## Where the energy loss of GaP departs from a single plasmon peak

The loss spectrum of a semiconductor ought to be simple in outline. Below the gap the crystal can take up almost no energy, and far above it the valence electrons swing together as one charged cloud. The loss should therefore climb steadily to one broad maximum, the plasmon, and then fall steadily. The calculated spectrum of GaP has this outline, but several rows break it, one of them by more than an order of magnitude.

Yambo 5.3.0, independent-particle linear response in the optical limit on Quantum ESPRESSO PBEsol states of GaP (space group F-43m), without quasiparticle correction. PseudoDojo 0.4.1 scalar-relativistic potentials, wave cutoff 762 eV; the response uses a 6 × 6 × 6 k-mesh, 34 bands, a damping of 0.05 eV and 200 energy steps up to 30 eV.

| row | loss function | loss energy (eV) |
| --- | --- | --- |
| 1 | 0.001 | 0.000 |
| 2 | 0.001 | 1.055 |
| 3 | 0.005 | 1.960 |
| 4 | 0.266 | 3.015 |
| 5 | 0.014 | 4.070 |
| 6 | 0.058 | 5.126 |
| 7 | 0.066 | 6.030 |
| 8 | 0.112 | 7.085 |
| 9 | 0.174 | 8.141 |
| 10 | 0.366 | 9.196 |
| 11 | 0.271 | 10.100 |
| 12 | 0.537 | 11.160 |
| 13 | 0.624 | 12.210 |
| 14 | 0.594 | 13.270 |
| 15 | 1.380 | 14.170 |
| 16 | 0.759 | 15.230 |
| 17 | 3.827 | 16.280 |
| 18 | 1.812 | 17.340 |
| 19 | 1.833 | 18.240 |
| 20 | 1.253 | 19.300 |
| 21 | 1.370 | 20.350 |
| 22 | 0.396 | 21.410 |
| 23 | 0.827 | 22.310 |
| 24 | 0.887 | 23.370 |
| 25 | 0.192 | 24.420 |
| 26 | 0.397 | 25.480 |
| 27 | 0.687 | 26.380 |
| 28 | 0.323 | 27.440 |
| 29 | 0.200 | 28.490 |
| 30 | 0.258 | 29.550 |

The loss function measures how readily a fast charged particle, such as the electron in an electron microscope, gives up a given energy to the crystal. The loss energy is the energy given up. The loss function follows from the dielectric function ε at that energy, whose real part ε₁ describes screening and whose imaginary part ε₂ describes absorption of light. The loss function is ε₂/(ε₁² + ε₂²), so it is large where ε₁ passes through zero and ε₂ is small, and it is small where the crystal absorbs strongly.

### The simple pattern and its place on the energy scale

The position of the main maximum follows from a limiting case. At energies far above those that bind the valence electrons, the electrons respond as if free, and ε approaches 1 − (Eₚ/E)², where E is the loss energy and Eₚ the plasmon energy. This expression passes through zero at E = Eₚ, where the electron cloud can oscillate without an outside field. Only the density n of the participating electrons enters, through Eₚ² = 4πe²n·ħ²/m, with e the charge and m the mass of the electron.

GaP has eight s and p valence electrons in a cell of two atoms, each taking up 20.24 Å³, so n = 8/(2 × 20.24) ≈ 0.198 per Å³. With e² = 14.4 eV Å and ħ²/m = 7.62 eV Å², Eₚ² = 4π × 14.4 × 7.62 × 0.198 ≈ 273 eV², and Eₚ is 16.5 eV. No number in this estimate was adjusted to the spectrum.

The highest point of the full calculated spectrum lies at 15.83 eV, between rows 16 and 17, and thus 4% below the estimate. The ten Ga 3d electrons don't join the motion as free charges; counting them would move the estimate to about 25 eV. The main peak is therefore the plasmon of the bonding electrons, and their density sets its scale. The closeness of the match owes something to cancellation. The bonding electrons aren't fully free at this energy, and a single-oscillator correction based on the static dielectric constant would raise the estimate to about 17 eV. The 3d shell, whose excitations are expected to begin near the plasmon energy, should screen the motion and lower it. A crystal with the same number of valence electrons in a larger cell should have its plasmon at lower energy.

### One row far out of line

A fair measure of a break is the loss in a row divided by the mean of its two neighbours, since a smooth curve would keep this ratio near one wherever it bends little. Row 4, at 3.015 eV, exceeds that mean by a factor of about 28; rows 3 and 5 come out low by the same measure only because row 4 is their neighbour. Its loss is only 7% of that in row 17, so it looks modest beside the plasmon. Yet no later row reaches this level before row 10, some 6 eV higher.

The obvious suspicion is that row 4 sits on a strong absorption line. The calculation does have one nearby, at 2.71 eV, where ε₂ reaches 100. But strong absorption suppresses loss: by its definition the loss function can never exceed 1/ε₂, so at the absorption peak it is at most 0.01. Within the next 0.30 eV it rises by a factor of about 27 or more.

The same reasoning, turned round, shows what the crystal is like in row 4. The loss function can't exceed 1/|ε| either, so a loss of 0.266 requires |ε| to be below 3.8. Since ε₂ can't be larger than |ε|, the absorption has dropped to less than a twenty-fifth of its peak value. Row 4 therefore lies in a region of much weaker absorption just above the peak, at an energy where the crystal screens far less than the calculated static dielectric constant of 14 would suggest.

### Why a loss follows an absorption line

A sharp absorption line acts like a spring with a natural frequency. Driven below that frequency, the electrons follow the push of the field and add to the screening; driven above it, they move against that push and make a negative contribution to ε₁. Just above a strong line this negative part can cancel the positive contribution of all other transitions. Where the sum passes through zero and little absorption remains, the loss function has a peak, for the same reason as at the plasmon but with only a small part of the electrons' total response behind it.

The sizes suit this account of row 4. If the absorption peak is one line, sampled near its top and with a half-width close to the damping of 0.05 eV, its contribution to ε₁ at a distance of 0.30 eV is negative and of order ten. The static dielectric constant suggests that the positive remainder is of the same order, so a near-cancellation is plausible. The tail of the same line would leave ε₂ near 2.7 there, just inside the bound of 3.8 on |ε|, so ε₁ would have to be small. The real and imaginary parts of ε in row 4 aren't available separately, and without them the zero of ε₁ remains an inference.

### Why the lines stand apart

Two limits decide whether such extra peaks appear. If absorption lines lie closer together than their width, they merge into a continuous band. Where that band absorbs strongly, ε₂ stays high and no gap is left for an extra loss peak. If they are strong and lie further apart than their width, ε₁ runs from strongly negative just above one line to strongly positive just below the next. It must then cross zero in between, and each crossing can produce its own loss peak.

In a real crystal the allowed transitions form a continuum, because the electron states vary smoothly with wave vector. The calculation replaces this continuum by a mesh of 6 × 6 × 6 wave vectors and gives each transition a half-width of only 0.05 eV. That is a recipe for the second limit, so the isolated loss in row 4 is probably in large part a product of the settings. The very high absorption peak points the same way: measured values for GaP stay below roughly 30, a recalled size. The static dielectric constant of 14 is also well above the measured electronic value of about 9 (recalled); the mesh and the too small gap are both expected to inflate it. A run with a denser mesh would decide the matter, since a true feature would stay and a product of the mesh would fade or move.

### The ragged plasmon

The same cause would make the main peak uneven, and it is. Row 16 has less than a third of the mean loss of its neighbours, although the calculated maximum lies only 0.60 eV above it. That ratio overstates the dip, because the mean includes row 17 at the top of the peak; row 16 holds 0.55 of the loss in row 15, which itself stands at twice the mean of its neighbours. At that maximum the loss must be at least as high as in row 17, which is five times the value in row 16. In a real semiconductor the plasmon is expected to decay quickly into excitations of single electrons, which should make its peak too broad for so abrupt a rise. Separate absorption lines can produce one: in row 17 the size of ε is below 0.27, and so close to zero even a weak line can change the loss greatly.

The heights of such spikes are also uncertain. The spectrum was calculated at points 0.15 eV apart, three times the damping, so a point may hit the top of a narrow spike or miss it altogether. This limits the test of the free-electron estimate as well: a difference of 4%, or 0.7 eV, is close to the distance over which the spectrum jumps, so no separate cause can be read from it. The apparently smooth climb from row 5 to row 10 needs the same caution, because narrow spikes may lie between those rows.

In the simple pattern the loss only falls beyond row 17, but seven of the thirteen steps rise. Rows 22 and 25 lie at roughly a third of the mean of their neighbours, and row 27 at nearly twice. Here a physical cause competes with the mesh, because electrons from the Ga 3d shell can be excited at these energies and add real structure. The present numbers can't separate the two, so none of these bumps should be assigned to a particular transition. The 34 bands in the sum are expected to reach beyond 30 eV above the top of the valence band, so their cut-off should shift ε₁ smoothly rather than create bumps; this wasn't tested.

### What can be read from the spectrum

For comparison with a measured loss spectrum, the dependable result is a plasmon near 16 eV, uncertain by about an eV because the maximum is one spike of a ragged peak, on a scale set by the density of the bonding electrons. The peak in row 4 shouldn't serve as a fingerprint of GaP. Even if part of it survived on a denser mesh, its energy would be doubtful: PBEsol gives a gap of 1.5 eV against a measured value of roughly 2.3 eV (recalled), and the attraction between excited electron and hole is left out. Local fields are left out as well; they are expected to change the height and shape of the plasmon and of any 3d structure above it. The printed analysis below gives the ratios and bounds used here.

Numerical output:

```
free-electron plasmon energy with 8 electrons a cell (eV): 16.51
free-electron plasmon energy with 18 electrons a cell (eV): 24.76
computed loss maximum less the 8-electron estimate (eV): -0.6784
the same difference in percent of the estimate: -4.11
steps that fall on the way up to row 17 (count): 4
steps that rise after row 17 (count): 7
row 4 loss over the mean of its neighbours (ratio): 28
row 15 loss over the mean of its neighbours (ratio): 2.04
row 16 loss over the mean of its neighbours (ratio): 0.2915
row 22 loss over the mean of its neighbours (ratio): 0.3605
row 25 loss over the mean of its neighbours (ratio): 0.2991
row 27 loss over the mean of its neighbours (ratio): 1.908
row 4 loss in percent of row 17 loss: 6.951
row 4 energy above the absorption peak (eV): 0.3014
upper bound of the loss at the absorption peak: 0.00998
upper bound of the size of epsilon in row 4: 3.759
upper bound of the size of epsilon in row 17: 0.2613
least rise of the loss from the absorption peak to row 4 (ratio): 26.65
computed maximum above row 16 (eV): 0.5991
row 17 above the computed maximum (eV): 0.4509
row 17 loss over row 16 loss (ratio): 5.042
mean spacing of the table rows (eV): 1.019
spacing of the computed energy grid (eV): 0.1508
damping over the computed grid spacing (ratio): 0.3317
```
